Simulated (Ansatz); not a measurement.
Crystal: C.

```
C
1.0
     2.52210    0.00000    0.00000
    -1.26105    2.18420    0.00000
     0.00000    0.00000    8.23710
C
8
Direct
  0.66667 0.33333 0.84375
  0.33333 0.66667 0.34375
  0.66667 0.33333 0.65625
  0.33333 0.66667 0.15625
  0.00000 0.00000 0.90625
  0.00000 0.00000 0.40625
  0.00000 0.00000 0.59375
  0.00000 0.00000 0.09375
```

This is a hexagonal form of diamond, not graphite.

Base run:

* Program: Ansatz 0.2.0
* Functional: LDA
* Potentials or basis: Ansatz PAW
* Cutoff: 420 eV (not typed: the program's choice for these potentials)
* k mesh: 12 × 12 × 4
* Occupations: fermi-dirac, width 0.05 eV
* Spin: no spin polarisation

Its results: band gap on the k mesh 4.38 eV, indirect (least direct gap 5.14 eV); pressure -12.6 GPa; largest force 0.332 eV/Å.

Task: The run is repeated on the same cell with these changes: functional from LDA to PBE. What comes out?

Result: Band gap on the k mesh 4.42 eV, indirect (least direct gap 5.19 eV); pressure 2.3 GPa; largest force 0.329 eV/Å.

PBE binds less tightly than LDA, so the same cell stands under more pressure.

Caveats: the PAW data sets come from PBE, with cores solved anew for the run's functional, which leaves a small shift of forces and pressure (some runs).
